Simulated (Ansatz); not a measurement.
A relaxed cell of TiC is given with its symmetry left out. The cell was found from a structure generator's guess, not taken from experiment.

Level of theory: DFT PBE, scalar-relativistic, plane waves, PAW (Ansatz). Cutoff 420 eV, Γ-centred mesh, Gaussian smearing, no spin polarisation.

```yaml
crystal:
  lattice:
    - [3.04209, 0.00000, 0.00000]
    - [-1.52104, 2.63452, 0.00000]
    - [0.00000, 0.00000, 2.69796]
  atoms:
    - { symbol: Ti, position: [0.00000, 0.00000, 0.00000] }
    - { symbol: C, position: [0.66667, 0.33333, 0.50000] }
```

The zero of energy is the elements' standard structures at the same level; no fitted shifts are applied.

(1) Find its symmetry and describe it.

(2) What is its formation energy per atom?

(3) Is it a metal?

(4) From what recipe could a structure generator have reached it?

Answers

(1) P-6m2 (No. 187), the tungsten carbide type. Conventional cell: a = 3.042 Å, c = 2.698 Å. Ti has 6 C at 2.21 Å and 2 Ti at 2.70 Å; C has 6 Ti at 2.21 Å.

(2) −0.15 eV/atom. A negative formation energy is needed for stability but isn't enough: competing phases decide.

(3) There is no gap on the 24×24×20 mesh, but valence and conduction bands overlap by only 0.14 eV, so at this level it is a semimetal.

(4) One such recipe: close-packed metal layers stacked A, next cell at A, with sites between them filled layer by layer (P-6m2, No. 187). Other recipes can lead to the same cell.

The last run used a 24×24×20 mesh (in the run's order of axes) for its 2-atom cell and Gaussian smearing of 0.10 eV. The zero gap may come from the functional, which often closes small gaps, or the cell may be a true semimetal. The reference form of C is held partly by dispersion forces, which this level lacks. Symmetry constrained the relaxation, so the result can be a saddle point.
